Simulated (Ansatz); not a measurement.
## Coordination and energy in low-dimensional Au

Level of theory: DFT PBEsol, scalar-relativistic, plane waves, PAW (Ansatz).

Cutoff 420 eV, Γ-centred meshes of like density (1×1×25 for the 1-atom cell), Gaussian smearing of 0.05 eV, energies at zero smearing and 0 K, each start's symmetry kept, collinear spin.

Bulk Au (Fm-3m) has 12 nearest neighbours at 2.89 Å and a cohesive energy of 3.73 eV against the spin-polarised free atom. These structures stand in vacuum and were relaxed; neighbours count within 1.1 bulk bonds.

```
          start atoms × neighbours mean bond (Å) energy over bulk (eV/atom)
   linear chain                 1×2           2.53                        1.95
dimerised chain                 2×2           2.52                        1.94
   zigzag chain                 2×2           2.50                        1.70
   ladder chain                 4×3           2.60                        1.43
    strip chain                 2×4           2.65                        1.26
```

Question: Compare two estimates without free parameters: bonds of fixed strength, and a band energy that grows as the square root of coordination.

Answer: With fixed bonds an atom with z neighbours loses E_coh(1 − z/12); in the second-moment picture the band narrows as √z and it loses E_coh(1 − √(z/12)). Averaged over the atoms, in eV:
```json
{"start": "linear chain", "fixed bonds": "3.11", "square root": "2.21", "computed": "1.95"}
{"start": "dimerised chain", "fixed bonds": "3.11", "square root": "2.21", "computed": "1.94"}
{"start": "zigzag chain", "fixed bonds": "3.11", "square root": "2.21", "computed": "1.70"}
{"start": "ladder chain", "fixed bonds": "2.80", "square root": "1.87", "computed": "1.43"}
{"start": "strip chain", "fixed bonds": "2.49", "square root": "1.58", "computed": "1.26"}
```

The rms misses are 1.27 and 0.37 eV. Fixed bonds overshoot every row: the bonds that remain grow stronger when neighbours are missing, which the square root captures in part, and the bonds shorten by up to 13 %. Even the square root lies above every computed value, since it holds bond lengths fixed and knows nothing of shells, hybridisation or moments.

Spin-orbit coupling is left out, which matters for the bands of heavy elements.

Gaps under about 0.2 eV rest on few k points and may close between them. Each run keeps its start's symmetry and one magnetic start, so lower states can exist. Rows stand on unlike meshes and boxes, so starts that end alike can differ by a few hundredths of an eV per atom.

Cost: 5 runs of about 21 core-minutes in all, on Intel Xeon Processor @ 2.50GHz (Skylake/Cascade Lake) (shared hosts).